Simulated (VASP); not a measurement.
# Ge in VASP 6.6.1, single-point calculation

INCAR

```
ISMEAR = -1
LREAL = .FALSE.
ISYM = 0
NELMIN = 8
ENCUT = 520
NELM = 120
NBANDS = 21
IBRION = -1
LASPH = .TRUE.
LCHARG = .FALSE.
EDIFF = 1E-7
PREC = Low
LWAVE = .FALSE.
ISIF = 2
SIGMA = 0.02
GGA = PE
NSW = 0
```

KPOINTS

```
KPOINTS created by Atomic Simulation Environment
0
Gamma
4 4 4
0 0 0
```

POSCAR

```
Ge
 1.0000000000000000
     0.0000000000000000    2.8085047770000000    2.8085047770000000
     2.8085047770000000    0.0000000000000000    2.8085047770000000
     2.8085047770000000    2.8085047770000000    0.0000000000000000
 Ge
   2
Cartesian
  0.0000000000000000  0.0000000000000000  0.0000000000000000
  1.4042523885000000  1.4042523885000000  1.4042523885000000
```

The recommended PBE PAW datasets give the neutral cell 28 valence electrons.

Command

```
mpirun -np 1 vasp_std
```

OSZICAR

```
N       E                     dE             d eps       ncg     rms          rms(c)
DAV:   1     0.193742167804E+03    0.19374E+03   -0.14397E+04  1654   0.363E+03
DAV:   2     0.197147218152E+02   -0.17403E+03   -0.16884E+03  1517   0.646E+02
DAV:   3    -0.785715323183E+01   -0.27572E+02   -0.27380E+02  1697   0.144E+02
DAV:   4    -0.882101307943E+01   -0.96386E+00   -0.96291E+00  1727   0.318E+01
DAV:   5    -0.883687155492E+01   -0.15858E-01   -0.15858E-01  1667   0.443E+00    0.343E+00
DAV:   6    -0.876544819044E+01    0.71423E-01   -0.25287E-02  1755   0.143E+00    0.204E+00
DAV:   7    -0.872911558193E+01    0.36333E-01   -0.61152E-02  1800   0.207E+00    0.162E-01
DAV:   8    -0.873156413318E+01   -0.24486E-02   -0.68322E-03  1622   0.927E-01    0.468E-02
DAV:   9    -0.873177672151E+01   -0.21259E-03   -0.26534E-04  1851   0.244E-01    0.166E-02
DAV:  10    -0.873179047494E+01   -0.13753E-04   -0.42087E-05  1642   0.137E-01    0.657E-03
DAV:  11    -0.873179191889E+01   -0.14439E-05   -0.63981E-06  1810   0.133E-01    0.204E-03
DAV:  12    -0.873179245305E+01   -0.53416E-06   -0.14158E-06  2566   0.473E-02    0.995E-04
DAV:  13    -0.873179242245E+01    0.30601E-07   -0.50902E-08  1164   0.199E-02
   1 F= -.87317924E+01 E0= -.87317558E+01  d E =-.732500E-04
```

From OUTCAR

```
k-points           NKPTS =     36   k-points in BZ     NKDIM =     36   number of bands    NBANDS=     21

   NELECT =      28.0000    total number of electrons

   dimension x,y,z NGX =    24 NGY =   24 NGZ =   24
   dimension x,y,z NGXF=    24 NGYF=   24 NGZF=   24

  energy-cutoff  :      520.00
  volume of cell :       44.31
      direct lattice vectors                 reciprocal lattice vectors
     0.000000000  2.808504777  2.808504777    -0.178030675  0.178030675  0.178030675
     2.808504777  0.000000000  2.808504777     0.178030675 -0.178030675  0.178030675
     2.808504777  2.808504777  0.000000000     0.178030675  0.178030675 -0.178030675

 k-points in reciprocal lattice and weights: KPOINTS created by Atomic Simulation Env
   0.00000000  0.00000000  0.00000000       0.016
   0.25000000  0.00000000  0.00000000       0.031
   0.00000000  0.25000000  0.00000000       0.031
   0.00000000  0.00000000  0.25000000       0.031
   0.25000000  0.25000000  0.25000000       0.031
   0.50000000  0.00000000  0.00000000       0.016
   0.00000000  0.50000000  0.00000000       0.016
   0.00000000  0.00000000  0.50000000       0.016
   ...

 E-fermi :   5.3712

 k-point     1 :       0.0000    0.0000    0.0000
  band No.  band energies     occupation
      1     -19.5871      2.00000
      2     -19.5867      2.00000
      3     -19.5867      2.00000
      4     -19.5494      2.00000
      5     -19.5494      2.00000
      6     -19.3272      2.00000
      7     -19.3268      2.00000
      8     -19.3268      2.00000
      9     -19.3110      2.00000
     10     -19.3110      2.00000
     11      -7.6905      2.00000
     12       5.2529      1.99464
     13       5.2529      1.99464
     14       5.2540      1.99432
     15       5.4924      0.00467
     16       7.7983      0.00000
     17       7.7983      0.00000
     18       7.7989      0.00000
     19      11.7490      0.00000
     20      14.7685      0.00000
     21      14.7685      0.00000

 k-point     2 :       0.2500    0.0000    0.0000
  band No.  band energies     occupation
      1     -19.6064      2.00000
      2     -19.6059      2.00000
      3     -19.5778      2.00000
      4     -19.5191      2.00000
      5     -19.5189      2.00000
      6     -19.3531      2.00000
      7     -19.3531      2.00000
      8     -19.3374      2.00000
      9     -19.2905      2.00000
     10     -19.2901      2.00000
     11      -6.9317      2.00000
     12       0.5042      2.00000
     13       4.3431      2.00000
     14       4.3442      2.00000
     15       5.9968      0.00000
     16       8.9007      0.00000
     17       8.9008      0.00000
     18      11.0222      0.00000
     19      13.3226      0.00000
     20      13.6001      0.00000
     21      13.6003      0.00000

 ...

  Total        1.5165130      1.5165111      1.5165115      0.0126612      0.0126950      0.0126921
  in kB       54.8404755     54.8404077     54.8404216      0.4578581      0.4590786      0.4589758
  external PRESSURE =      54.8404349 kB  Pullay stress =       0.0000000 kB

 POSITION                                       TOTAL-FORCE (eV/Angst)
 -----------------------------------------------------------------------------------
      0.00000      0.00000      0.00000        -0.002062     -0.002054     -0.001992
      1.40425      1.40425      1.40425         0.002062      0.002054      0.001992
 -----------------------------------------------------------------------------------
    total drift:                               -0.000001     -0.000012     -0.000005

  FREE ENERGIE OF THE ION-ELECTRON SYSTEM (eV)
  ---------------------------------------------------
  free  energy   TOTEN  =        -8.7317924225 eV

  energy  without entropy=       -8.7317191724  energy(sigma->0) =       -8.73175580
```

It converged. Results: gap between bands v and c on the k mesh 0.24 eV; least direct gap on the k mesh 0.24 eV; pressure 5.5 GPa. Band v is the last that the valence electrons fill when counted band by band, and c is the next.

These settings aren't sound, so the numbers aren't properties of the crystal.

On sound settings PBE gives a gap of 0.24 eV on its mesh and a pressure of 5.2 GPa for the intended cell.

The run took about 15 s on one core of a shared host (Intel Xeon Platinum 8488C) and held 0.13 GiB at most.
